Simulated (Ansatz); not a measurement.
# MoS2 under changes of volume

One of the cells (17.728 Å³/atom); the others are scaled copies at fixed shape and fractional positions:

```xyz
3
Lattice="1.5800 0.9122 6.1500 -1.5800 0.9122 6.1500 0.0000 -1.8244 6.1500" Properties=species:S:1:pos:R:3 pbc="T T T"
Mo    0.0000    0.0000    0.0000
S     0.0000    0.0000    7.6936
S     0.0000    0.0000    4.6125
```

Measurements of this composition are mostly on another form, of space group No. 194.

```yaml
Program: Ansatz 0.2.0
Functional: LDA
Potentials_or_basis: all-electron LAPW, scalar-relativistic
Cutoff: 246 eV (chosen from the basis error)
Basis_error_allowed: 0.002 eV/atom
k_mesh: 10 × 10 × 10
Occupations: fermi-dirac, width 0.05 eV
Spin: no spin polarisation
```

```csv
volume (Å³/atom),energy over the lowest point (meV/atom),pressure (GPa),gap on the mesh (eV),largest force (eV/Å)
16.664,19.89,8.4,0.82,1.227
17.019,?,?,?,?
17.373,0.00,0.8,0.86,0.437
17.728,1.76,-2.4,0.88,0.086
18.083,10.26,-5.3,0.90,0.319
18.437,24.81,-7.8,0.91,0.617
18.792,44.76,-10.1,0.92,0.893
```

Problem. What does the run at 17.019 Å³/atom give?

Solution. Energy over the lowest point 5.75 meV/atom; pressure 4.4 GPa; gap on the mesh 0.84 eV; largest force 0.817 eV/Å.

Worked out: A Birch-Murnaghan fit of order 3 (a polynomial in V^(-2/3)) to the other rows has its minimum at 17.46 Å³/atom with B0 = V·E''(V) = 163 GPa and B' = 4.4 at fixed shape and positions, which overstates the stiffness. It gives 5.74 meV/atom at 17.019 Å³/atom, against the run's 5.75, and -dE/dV = 4.4 GPa, against 4.4. A straight line through the other rows of the gap, of slope 0.851 eV per unit of ln V, gives 0.84 eV, against the run's 0.84.

Energies are extrapolated to zero smearing.

Caveats: forces of over 1 eV/Å show positions far from the minimum, so gaps and moduli don't describe the material at rest (some runs).

A mesh can miss the band edges. Spin-orbit coupling on Mo is left out.
